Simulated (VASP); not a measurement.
A run of VASP 6.6.1 is set up as follows.

Contents of INCAR:

```
PREC     = Accurate       # precision mode
ENCUT    = 600            # plane-wave cutoff, eV
EDIFF    = 1E-6           # SCF threshold, eV
ISMEAR   = 0              # smearing method
SIGMA    = 0.03           # smearing width, eV
LREAL    = False          # projectors in reciprocal space
LASPH    = True           # aspherical terms in the spheres
NELM     = 80             # most SCF steps
ALGO     = Normal         # electronic algorithm
ISIF     = 3              # what is computed and relaxed
LWAVE    = False          # write WAVECAR
LCHARG   = False          # write CHGCAR
GGA      = CA             # functional
IBRION   = 2              # ionic algorithm
NSW      = 90             # ionic steps
EDIFFG   = -0.01          # ionic threshold
```

Contents of KPOINTS:

```
Automatic mesh
0
Gamma
  8 8 8
```

The input POSCAR:

```
AlP
1.0
    0.0000000000      2.7255000000      2.7255000000
    2.7255000000      0.0000000000      2.7255000000
    2.7255000000      2.7255000000      0.0000000000
Al P
1 1
Direct
    0.0000000000      0.0000000000      0.0000000000
    0.2500000000      0.2500000000      0.2500000000
```

Potentials or basis: VASP PAW LDA potentials, release 64 (Al, P).

Run with:

```console
$ cat potpaw_LDA.64/Al/POTCAR potpaw_LDA.64/P/POTCAR > POTCAR
$ mpirun -np 1 vasp_std > vasp.out
```

Task: What does it give for the relaxed cell?

Result: a = 3.843 Å, b = 3.843 Å, c = 3.843 Å, α = 60.00°, β = 60.00°, γ = 60.00°.

Task: Predict the relaxed volume.

Result: 20.07 Å³/atom.

Task: Estimate the space group after relaxing (to 0.05 Å).

Result: F-43m (No. 216).

Final structure:
```cif
data_structure
_symmetry_space_group_name_H-M 'P 1'
_symmetry_Int_Tables_number 1
_cell_length_a 3.8433
_cell_length_b 3.8433
_cell_length_c 3.8433
_cell_angle_alpha 60.000
_cell_angle_beta 60.000
_cell_angle_gamma 60.000
_cell_volume 40.14
loop_
_atom_site_label
_atom_site_type_symbol
_atom_site_fract_x
_atom_site_fract_y
_atom_site_fract_z
_atom_site_occupancy
Al1 Al 0.00000 0.00000 0.00000 1
P1 P 0.25000 0.25000 0.25000 1
```

LDA usually gives volumes a few per cent too small. Zero-point motion and thermal expansion aren't in these numbers.
